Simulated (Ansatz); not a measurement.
BN: relaxation of cell and atoms with revPBE+D4

BN:

```
CELL_PARAMETERS angstrom
1.25112 0.72234 3.37293
-1.25112 0.72234 3.37293
0.00000 -1.44467 3.37293
ATOMIC_POSITIONS crystal
N 0.66724 0.66724 0.66724
B 0.00033 0.00033 0.00033
```

The cell is a database's computed one.

* Program: Ansatz 0.2.0
* Task: relaxation of cell and atoms
* Functional: revPBE
* Dispersion: D4
* Potentials or basis: Ansatz PAW
* Cutoff: 420 eV (not typed: the program's choice for these potentials)
* k mesh: 12 × 12 × 12
* Occupations: fermi-dirac, width 0.05 eV
* Spin: no spin polarisation

| Property | Result |
| --- | --- |
| Relaxed volume | 8.25 Å³/atom |
| Relaxed cell | a = 3.359 Å, b = 3.359 Å, c = 3.359 Å, α = 43.83°, β = 43.83°, γ = 43.83° |
| Space group after relaxing (to 0.05 Å) | R3m (No. 160) |
| Energy gained by relaxing | 11.7 meV/atom |
| Ionic steps | 10 |
| Pressure after relaxing | 0.0 GPa |
| Band gap on the k mesh | 4.04 eV, indirect (least direct gap 4.79 eV) |

The path:
| step | energy change (eV) | largest force (eV/Å) | volume (Å³) |
| --- | --- | --- | --- |
| 1 | 0.0000 | 0.0043 | 18.29 |
| 2 | -0.0179 | 0.0225 | 17.44 |
| 3 | -0.0261 | 0.0120 | 16.57 |
| 4 | -0.0256 | 0.0052 | 16.72 |
| 5 | -0.0258 | 0.0001 | 16.69 |
| 6 | -0.0232 | 0.0005 | 16.69 |
| 7 | -0.0241 | 0.0011 | 16.52 |
| 8 | -0.0235 | 0.0010 | 16.52 |
| 9 | -0.0235 | 0.0000 | 16.50 |
| 10 | -0.0235 | 0.0000 | 16.50 |

Final structure:
```
N B
1.0
     1.25365    0.72379    3.03136
    -1.25365    0.72379    3.03136
     0.00000   -1.44758    3.03136
N B
1 1
Direct
  0.66752 0.66752 0.66752
  0.00005 0.00005 0.00005
```

Levels at points of the mesh, in eV from the valence-band top:
```
              k point  band 1  band 2  band 3  band 4  band 5  band 6  band 7  band 8
   (0.00, 0.00, 0.00)  -18.02   -3.51   -1.33   -1.33    5.99   11.66   11.66   13.20
  (0.00, 0.00, -0.50)  -14.75   -9.07   -4.08   -0.45    5.44   10.07   13.70   16.31
 (0.00, -0.50, -0.50)  -14.59   -8.82   -4.23   -1.45    4.04    9.68   15.18   19.28
(-0.50, -0.50, -0.50)  -17.47   -6.65   -1.38   -1.38   11.23   11.50   11.50   12.54
```

Run time: 25 s on 2 threads of Arm Neoverse V1, with other jobs on the host, peak memory 0.32 GiB.

Caveat: the plane-wave basis is chosen anew once the cell has moved, so the energies of steps on either side of that aren't comparable; the pressure holds a Pulay correction of +0.6 GPa for the finite cutoff; the PAW data sets come from PBE, with cores solved anew for the run's functional, which leaves a small shift of forces and pressure. A k mesh can miss the band edges.
